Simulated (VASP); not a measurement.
**ZnO (zincite): dielectric tensor with PBEsol**

Crystal: ZnO (zincite).

```
Zn O
1.0
     3.23626    0.00000    0.00000
    -1.61813    2.80269    0.00000
     0.00000    0.00000    5.22324
Zn O
2 2
Cartesian
  0.0000 1.8685 2.6116
  1.6181 0.9342 5.2232
  1.6181 0.9342 1.9797
  0.0000 1.8685 4.5913
```

```json
{"Program": "VASP 6.6.1", "Task": "dielectric tensor", "Functional": "PBEsol", "Potentials or basis": "VASP PAW PBE potentials, release 64 (Zn, O)", "Cutoff": "600 eV", "k mesh": "15 × 15 × 9", "Occupations": "gaussian, width 0.03 eV", "Spin": "no spin polarisation", "Monkhorst-Pack mesh": "no", "Further INCAR settings": "ALGO = Fast; EDIFF = 1e-08"}
```

```yaml
Band_gap_on_the_k_mesh: 0.68 eV, direct
Electronic_dielectric_tensor_diagonal: 5.46, 5.46, 5.43
Born_charges_mean_of_the_diagonal: Zn +2.13; O -2.13 e
```

Levels at points of the mesh, in eV from the valence-band top:
```csv
k point,band 14,band 15,band 16,band 17,band 18,band 19,band 20,band 21,band 22
"(0.00, 0.00, 0.00)",-0.81,-0.81,-0.09,0.00,0.00,0.68,5.14,8.08,12.81
```

Electronic dielectric tensor:
```
5.46 0.00 0.00
0.00 5.46 0.00
0.00 0.00 5.43
```

Born effective charge tensors (e):
atom 1, Zn
```
2.11 0.00 0.00
0.00 2.11 0.00
0.00 0.00 2.17
```
atom 2, Zn
```
2.11 0.00 0.00
0.00 2.11 0.00
0.00 0.00 2.17
```
atom 3, O
```
-2.11  0.00  0.00
 0.00 -2.11  0.00
 0.00  0.00 -2.17
```
atom 4, O
```
-2.11  0.00  0.00
 0.00 -2.11  0.00
 0.00  0.00 -2.17
```

It took 20 min on 2 MPI ranks on Intel(R) Xeon(R) Platinum 8259CL CPU @ 2.50GHz (Skylake/Cascade Lake), with other jobs on the host, peak memory 1.4 GiB a rank.

The gap isn't set beside the measured one, since this odd mesh misses points on the zone boundary.

Caveat: the gap is small at this level, which inflates the dielectric constant; an odd mesh through Γ misses points on the zone boundary, where band edges often lie.
